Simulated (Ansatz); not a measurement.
# Ga: changing the dispersion correction

The cell as given:

```cif
data_structure
_symmetry_space_group_name_H-M 'C2/c'
_symmetry_Int_Tables_number 15
_cell_length_a 2.7660
_cell_length_b 8.0530
_cell_length_c 3.3320
_cell_angle_alpha 90.000
_cell_angle_beta 92.020
_cell_angle_gamma 90.000
_cell_volume 74.17
loop_
_atom_site_label
_atom_site_type_symbol
_atom_site_symmetry_multiplicity
_atom_site_Wyckoff_symbol
_atom_site_fract_x
_atom_site_fract_y
_atom_site_fract_z
_atom_site_occupancy
Ga1 Ga 4 e 0.00000 0.86900 0.75000 1
```

This isn't the form of Ga at room conditions, which is orthorhombic.

Kept alike: task relaxation of cell and atoms; functional BLYP; k mesh 10 × 10 × 8; occupations fermi-dirac, width 0.05 eV; no spin polarisation. Program: Ansatz, all-electron LAPW, scalar-relativistic. The mesh is that of the run's cell of 2 atoms. No spin-orbit coupling.

| dispersion correction | volume (Å³/atom) | first edge of the run's cell (Å) | third edge of the run's cell (Å) |
| --- | --- | --- | --- |
| D3(BJ) | 18.840 | 4.308 | 3.224 |
| D4 | 18.323 | 4.270 | 3.198 |

For a metal such a mesh leaves the last digits unconverged. Relaxations stop with a little pressure left, so the last digits of a volume or edge aren't settled. Runs of this series that gave no sound value for these columns are left out.

Q: What does the dispersion correction change here?

A: The volume runs from 18.323 (D4) to 18.840 Å³/atom (D3(BJ)). The first edge of the run's cell runs from 4.270 (D4) to 4.308 Å (D3(BJ)). The third edge of the run's cell runs from 3.198 (D4) to 3.224 Å (D3(BJ)).
